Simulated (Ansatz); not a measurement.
# MnSi (Pm-3m) in Ansatz: settings compared, part 2 of 2

Ansatz 0.2.0.

## Step 4: Single point, PBEsol0, collinear spin, ferromagnetic start

File input:

```
crystal:
  lattice:
    - [3.07218072, 0.0, 0.0]
    - [0.0, 3.07218072, 0.0]
    - [0.0, 0.0, 3.07218072]
  atoms:
    - { symbol: Mn, position: [0.0, 0.0, 0.0], spin: 4.0 }
    - { symbol: Si, position: [0.5, 0.5, 0.5] }
hamiltonian:
  xc: { exchange: pbesol, correlation: pbesol, exx: { coeff: 0.25 } }
  pseudopotentials: { kind: paw }
magnetization:
  spin_polarized: true
kpoints:
  mp_grid: { grid: [5, 5, 5] }
scf:
  occupations: { method: fermi_dirac, width: 0.05 }
output:
  forces: true
  stress: true
  eigenvalues: true
  write_density: true
  write_potential: true
  elf: true
  volumetric_format: npy
```

Potentials or basis: Ansatz PAW.

Output:

```text
Warning: output.stress: scf.convergence.dr2_threshold = 1e-7 eV (the SCF's general default) is looser than the 2e-10 eV advised for a printed stress (1e-10 eV for each atom of the cell: 2). What an SCF threshold leaves in a stress goes as its square root, and in the free energy as the threshold itself, and one threshold admits the most on a small cell: of the crystals measured, under no hybrid functional and no lock of the moments, on runs that ended without the residual-converged pass, on stresses that held no estimate of that error, the worst erred by over 100 MPa in a component at 1e-7 eV an atom and by under 5 at 1e-10. Set scf.convergence.dr2_threshold to 2e-10 eV or tighter. The threshold is an SCF's pass mark: one that does not reach it within its budget of iterations ends unconverged, or closes short of it on a stop that the run arms, and scf.convergence.dr2_threshold's page says what that costs each kind of run
Warning: output.stress: scf.exx.energy_threshold = 1e-6 eV is looser than the 2e-8 eV advised for a stress under a hybrid functional (1e-8 eV for each atom of the cell: 2). Every SCF of the exchange loop can meet its threshold on dr2 while the loop round them stops early: no threshold on dr2 bounds what that leaves in the stress. Set scf.exx.energy_threshold to 2e-8 eV or tighter. The threshold is the loop's pass mark: a loop that does not reach it within its budget of cycles ends unconverged, and scf.exx.energy_threshold's page has the law
GPUs: using 1 of 1 available (devices: 1).
Engine: ansatz 0.2.0, x86_64-unknown-linux-gnu
Pseudopotentials: kind: paw
Pseudopotential: Mn, paw, valence charge 15, recommended cutoff 420 eV (normal), Mn.paw.azcp
Pseudopotential: Si, paw, valence charge 4, recommended cutoff 420 eV (normal), Si.paw.azcp
Functional definition: unnamed
  parameter a_1 = 0.25
  exchange = (1 - a_1)*pbe_x(mu = 0.12345679012345678) + a_1*exact_x
  correlation = pbe_c(beta = 0.046)
device memory: the entry about to start is reckoned to put 0.7 GiB on a device that reports 56.1 GiB free (of which the cap on the GPU budget leaves the run 18.0 GiB)
GPU FFT provider: cuFFT
GPU libraries: cuBLAS 13.8.2, cuFFT 12.4.0, cuSOLVER 12.3.4
Crystal: 2 atoms, lattice volume = 28.996 Å³
Basis set: ecut = 420 eV, 587 PW (Γ), exchange–correlation on 48×48×48 points (8 copies of the dense FFT grid, shifted against one another)
[... 203 lines left out ...]
  E_hartree    = 977.674959
  E_xc         = -129.380401
  E_vxc        = -147.913978  (∫ρ·V_xc dr)
  E_exx        = -78.580048  (= α·E_x^exact, valence–valence)
  E_paw        = -1746.183907  (= ΣΔE_a)
  E_vpaw       = -248.599706  (= ΣTr[D̂ρ^β])
  E_aug_tail   = -0.000003  (compensation charges beyond the density's cutoff)
  E_ewald      = -1828.021692
  E_core_change = -0.107067  (= ΣΔE_core)
  E_smearing   = -0.002760  (= −TS)
  E_closure    = 0.000000  (closes the sum)
  Σ components = -4502.375209   (vs F -4502.375209, Δ=0.00e0)
--- Forces (eV/Å), atoms counted from 1 ---
  atom   1  Mn     0.00000000     0.00000000     0.00000000
  atom   2  Si    -0.00000000     0.00000000     0.00000000
  max |Σ_I F_I| component: 1.18e-28 eV/Å
--- Stress (GPa, compression-positive) ---
       -5.607239       0.000000       0.000000
        0.000000      -5.607239       0.000000
        0.000000       0.000000      -5.607239
  P = ⅓ Tr σ = -5.6072 GPa (-56.072 kbar)
--- Band table (eV; the first three rows and the last of 20) ---
  k-point 0 ↑: bands = ["-74.4153", "-41.8399", "-41.8399", "-41.8399", "-1.0894", "6.8277", "6.8277", "8.6444", "8.6444", "8.6444", "15.7020", "15.7020", "15.7020", "20.5704", "20.5704", "21.9186"]
  k-point 1 ↑: bands = ["-74.4141", "-41.8553", "-41.8381", "-41.8381", "-0.4062", "6.7392", "6.9628", "8.2803", "8.2803", "8.6699", "11.8950", "16.7433", "16.7433", "20.5509", "21.6656", "25.5365"]
  k-point 2 ↑: bands = ["-74.4123", "-41.8806", "-41.8352", "-41.8352", "1.4840", "5.0167", "7.1878", "7.7938", "7.7938", "8.7115", "9.7091", "19.0519", "19.0519", "20.4691", "22.6750", "23.2488"]
  k-point 9 ↓: bands = ["-69.3753", "-36.4483", "-36.4466", "-36.4466", "5.4965", "8.3044", "8.3044", "10.9277", "14.5415", "14.7931", "14.7931", "17.7939", "17.7939", "20.3425", "20.3425", "20.4723"]
```

v_z.tsv:

```text
# z_ang	v_es[eV]	v_tot_up[eV]	v_tot_dn[eV]
# format = ansatz-planar-average/11
# xc	{"exchange":"pbesol","correlation":"pbesol","exx":{"coeff":0.25,"omega":null}}
# density_cutoff_ev	1680
# datasets	Mn=:simpson_from_first_knot:soft:fock:shift=-858434	Si=:simpson_from_first_knot:soft:fock:shift=-540422
# lattice	3.072180720	0.000000000	0.000000000
# lattice	0.000000000	3.072180720	0.000000000
# lattice	0.000000000	0.000000000	3.072180720
# sites	2
# site	25	0.000000000	0.000000000	0.000000000
# site	14	1.536090360	1.536090360	1.536090360
0.000000	1.920853e0	-8.183805e0	-7.763651e0
0.128008	2.158112e0	-7.880975e0	-7.452461e0
0.256015	2.861261e0	-6.994203e0	-6.540438e0
0.384023	3.985317e0	-5.618113e0	-5.136633e0
0.512030	5.364258e0	-3.950777e0	-3.464378e0
0.640038	6.682469e0	-2.341035e0	-1.907199e0
[... 16 lines left out ...]
2.816166	2.861261e0	-6.994203e0	-6.540438e0
2.944173	2.158112e0	-7.880975e0	-7.452461e0
```

Wall time 21 s (1 × NVIDIA H100 80GB HBM3 with 2 threads of AMD EPYC 7R13 (Zen 3), shared host); peak memory 1.7 GiB.

Results:

```
Free energy            : -4502.3752 eV
Pressure               : -5.6 GPa
Band gap on the k mesh : none (metal or under the smearing width)
Net moment             : 3.43 μB per cell
Absolute moment        : 4.04 μB per cell
Site moments           : Mn +3.67; Si -0.17 μB
```

Caveat: the k mesh is coarse (spacing up to 0.41 Å⁻¹), so the values aren't converged, least of all with exact exchange; the magnetic or orbital state may not be the lowest; the PAW data sets come from PBE, with cores solved anew for the run's functional, which leaves a small shift of forces and pressure; the thresholds are loose for stress.

## Step 5: Relaxation of cell and atoms, PBEsol0, collinear spin, ferromagnetic start

Changes to input since step 4:

```diff
@@ -21,5 +21,5 @@
   eigenvalues: true
-  write_density: true
-  write_potential: true
-  elf: true
-  volumetric_format: npy
+relax:
+  f_tol: 0.01
+  max_steps: 40
+  cell: { stress_tol: 0.05 }
```

Wall time 1.7 min (1 × NVIDIA H100 80GB HBM3 with 2 threads of AMD EPYC 7R13 (Zen 3), shared host); peak memory 1.7 GiB.

The run converged. Its results:

* Free energy: -4502.4017 eV
* Relaxed volume: 13.78 Å³/atom
* Relaxed cell: a = 3.020 Å, b = 3.020 Å, c = 3.020 Å, α = 90.00°, β = 90.00°, γ = 90.00°
* Space group after relaxing (to 0.05 Å): Pm-3m (No. 221)
* Energy gained by relaxing: 13.3 meV/atom
* Ionic steps: 6
* Pressure after relaxing: 0.0 GPa
* Band gap on the k mesh: none (metal or under the smearing width)
* Net moment: 3.43 μB per cell
* Absolute moment: 3.93 μB per cell
* Site moments: Mn +3.60; Si -0.13 μB

The path:
```
step  energy change (eV)  largest force (eV/Å)  volume (Å³)
   1              0.0000                0.0000        29.00
   2             -0.0275                0.0000        27.65
   3             -0.0277                0.0000        27.54
   4             -0.0265                0.0000        27.54
   5             -0.0265                0.0000        27.55
   6             -0.0265                0.0000        27.55
```

Final structure:
```
Mn Si
1.0
     3.02031    0.00000    0.00000
     0.00000    3.02031    0.00000
     0.00000    0.00000    3.02031
Mn Si
1 1
Direct
  0.00000 0.00000 0.00000
  0.50000 0.50000 0.50000
```

Levels at points of the mesh, in eV from the Fermi level:
Spin up:
```
           k point  band 8  band 9  band 10  band 11  band 12  band 13  band 14  band 15
(0.00, 0.00, 0.00)   -4.31   -4.31    -4.31     2.80     2.80     2.80     7.71     7.71
```
Spin down:
| k point | band 5 | band 6 | band 7 | band 8 | band 9 | band 10 | band 11 | band 12 |
| --- | --- | --- | --- | --- | --- | --- | --- | --- |
| (0.00, 0.00, 0.00) | -14.57 | -1.80 | -1.80 | 2.84 | 2.84 | 2.84 | 3.50 | 3.50 |

Caveat: the k mesh is coarse (spacing up to 0.41 Å⁻¹), so the values aren't converged, least of all with exact exchange; the magnetic or orbital state may not be the lowest; the plane-wave basis is chosen anew once the cell has moved, so the energies of steps on either side of that aren't comparable; the PAW data sets come from PBE, with cores solved anew for the run's functional, which leaves a small shift of forces and pressure.

## Step 6: Single point, B3LYP, collinear spin, ferromagnetic start

Changes to input since step 5:

```diff
@@ -9,3 +9,3 @@
 hamiltonian:
-  xc: { exchange: pbesol, correlation: pbesol, exx: { coeff: 0.25 } }
+  xc: b3lyp
   pseudopotentials: { kind: paw }
@@ -21,5 +21 @@
   eigenvalues: true
-relax:
-  f_tol: 0.01
-  max_steps: 40
-  cell: { stress_tol: 0.05 }
```

Potentials or basis: Ansatz PAW.

Output:

```text
Warning: output.stress: scf.convergence.dr2_threshold = 1e-7 eV (the SCF's general default) is looser than the 2e-10 eV advised for a printed stress (1e-10 eV for each atom of the cell: 2). What an SCF threshold leaves in a stress goes as its square root, and in the free energy as the threshold itself, and one threshold admits the most on a small cell: of the crystals measured, under no hybrid functional and no lock of the moments, on runs that ended without the residual-converged pass, on stresses that held no estimate of that error, the worst erred by over 100 MPa in a component at 1e-7 eV an atom and by under 5 at 1e-10. Set scf.convergence.dr2_threshold to 2e-10 eV or tighter. The threshold is an SCF's pass mark: one that does not reach it within its budget of iterations ends unconverged, or closes short of it on a stop that the run arms, and scf.convergence.dr2_threshold's page says what that costs each kind of run
Warning: output.stress: scf.exx.energy_threshold = 1e-6 eV is looser than the 2e-8 eV advised for a stress under a hybrid functional (1e-8 eV for each atom of the cell: 2). Every SCF of the exchange loop can meet its threshold on dr2 while the loop round them stops early: no threshold on dr2 bounds what that leaves in the stress. Set scf.exx.energy_threshold to 2e-8 eV or tighter. The threshold is the loop's pass mark: a loop that does not reach it within its budget of cycles ends unconverged, and scf.exx.energy_threshold's page has the law
GPUs: using 1 of 1 available (devices: 1).
[... 4 set-up lines as earlier in the session ...]
Functional definition: B3LYP
  parameter a0 = 0.2
  parameter ax = 0.72
  parameter ac = 0.81
  exchange = (1 - a0 - ax)*slater_x + ax*b88_x + a0*exact_x
  correlation = (1 - ac)*vwn_rpa_c + ac*lyp_c
device memory: the entry about to start is reckoned to put 0.7 GiB on a device that reports 53.7 GiB free (of which the cap on the GPU budget leaves the run 18.0 GiB)
GPU FFT provider: cuFFT
[... 213 lines left out ...]
  E_band       = -279.411007
  E_kinetic    = 344.992934
  E_local      = -2320.842256  (includes V_loc(G=0)·N_el)
  E_nonlocal   = 274.647762
  E_hartree    = 981.888764
  E_xc         = -136.996609
  E_vxc        = -154.751720  (∫ρ·V_xc dr)
  E_exx        = -62.826425  (= α·E_x^exact, valence–valence)
  E_paw        = -1796.223827  (= ΣΔE_a)
  E_vpaw       = -261.582555  (= ΣTr[D̂ρ^β])
  E_aug_tail   = -0.000003  (compensation charges beyond the density's cutoff)
  E_ewald      = -1828.021692
  E_core_change = -0.146170  (= ΣΔE_core)
  E_smearing   = -0.002783  (= −TS)
  E_closure    = 0.000000  (closes the sum)
  Σ components = -4543.530305   (vs F -4543.530305, Δ=9.09e-13)
--- Forces (eV/Å), atoms counted from 1 ---
  atom   1  Mn     0.00000000     0.00000000     0.00000000
  atom   2  Si    -0.00000000     0.00000000     0.00000000
  max |Σ_I F_I| component: 3.75e-26 eV/Å
--- Stress (GPa, compression-positive) ---
        1.551316      -0.000000       0.000000
        0.000000       1.551316       0.000000
        0.000000       0.000000       1.551316
  P = ⅓ Tr σ = 1.5513 GPa (15.513 kbar)
--- Band table (eV; the first three rows and the last of 20) ---
  k-point 0 ↑: bands = ["-72.8107", "-40.5134", "-40.5134", "-40.5134", "-0.3154", "7.6935", "7.6935", "9.4703", "9.4703", "9.4703", "15.8510", "15.8510", "15.8510", "20.8932", "20.8932", "21.8412"]
  k-point 1 ↑: bands = ["-72.8096", "-40.5285", "-40.5117", "-40.5117", "0.3488", "7.5710", "7.8265", "9.1017", "9.1017", "9.4971", "12.3426", "16.8652", "16.8652", "20.8581", "21.7756", "25.5178"]
  k-point 2 ↑: bands = ["-72.8078", "-40.5532", "-40.5090", "-40.5090", "2.1684", "5.7580", "8.0485", "8.6159", "8.6159", "9.5407", "10.4361", "19.0839", "19.0839", "20.7566", "22.7706", "23.3726"]
  k-point 9 ↓: bands = ["-68.1360", "-35.6247", "-35.6232", "-35.6232", "6.0439", "8.8119", "8.8119", "11.2773", "14.6807", "14.9765", "14.9765", "17.5436", "17.5436", "20.0959", "20.0959", "20.2752"]
```

It took 34 s on 1 × NVIDIA H100 80GB HBM3 with 2 threads of AMD EPYC 7R13 (Zen 3), shared host; peak memory 1.7 GiB.

Results:

| Item | Value |
| --- | --- |
| Free energy | -4543.5303 eV |
| Pressure | 1.6 GPa |
| Band gap on the k mesh | none (metal or under the smearing width) |
| Net moment | 3.43 μB per cell |
| Absolute moment | 3.91 μB per cell |
| Site moments | Mn +3.60; Si -0.13 μB |

Levels at points of the mesh, in eV from the Fermi level:
Spin up:
| k point | band 8 | band 9 | band 10 | band 11 | band 12 | band 13 | band 14 | band 15 |
| --- | --- | --- | --- | --- | --- | --- | --- | --- |
| (0.00, 0.00, 0.00) | -3.82 | -3.82 | -3.82 | 2.56 | 2.56 | 2.56 | 7.60 | 7.60 |
Spin down:
| k point | band 6 | band 7 | band 8 | band 9 | band 10 | band 11 |
| --- | --- | --- | --- | --- | --- | --- |
| (0.00, 0.00, 0.00) | -1.51 | -1.51 | 2.54 | 2.54 | 2.54 | 2.91 |

Caveat: the k mesh is coarse (spacing up to 0.41 Å⁻¹), so the values aren't converged, least of all with exact exchange; the magnetic or orbital state may not be the lowest; the PAW data sets come from PBE, with cores solved anew for the run's functional, which leaves a small shift of forces and pressure; the thresholds are loose for stress.

## Step 7: Summary

```tsv
task	level	cell	gap on the mesh (eV)	pressure (GPa)	moment (μB)	relaxed volume (Å³/atom)
single point	PBE0	as given	none	-2.5	3.43	-
relaxation of cell and atoms	PBE0	relaxed	none	0.0	3.43	14.16
single point	PBEsol0	as given	none	-5.6	3.43	-
relaxation of cell and atoms	PBEsol0	relaxed	none	0.0	3.43	13.78
single point	B3LYP	as given	none	1.6	3.43	-
```

Alike in all rows: potentials or basis Ansatz PAW; spin collinear, ferromagnetic start; k mesh 5 × 5 × 5; cutoff (eV) 420; smearing fermi-dirac 0.05 eV; the mesh is coarse, so values aren't converged.

Caveats: all runs use coarse meshes; the magnetic or orbital state may not be the lowest; the PAW data sets come from PBE, with cores solved anew for the run's functional, which leaves a small shift of forces and pressure; the thresholds are loose for stress (some runs); the plane-wave basis is chosen anew once the cell has moved, so the energies of steps on either side of that aren't comparable (some runs).

Total energies depend on the potentials used, so only differences within one code and one set of settings carry meaning.
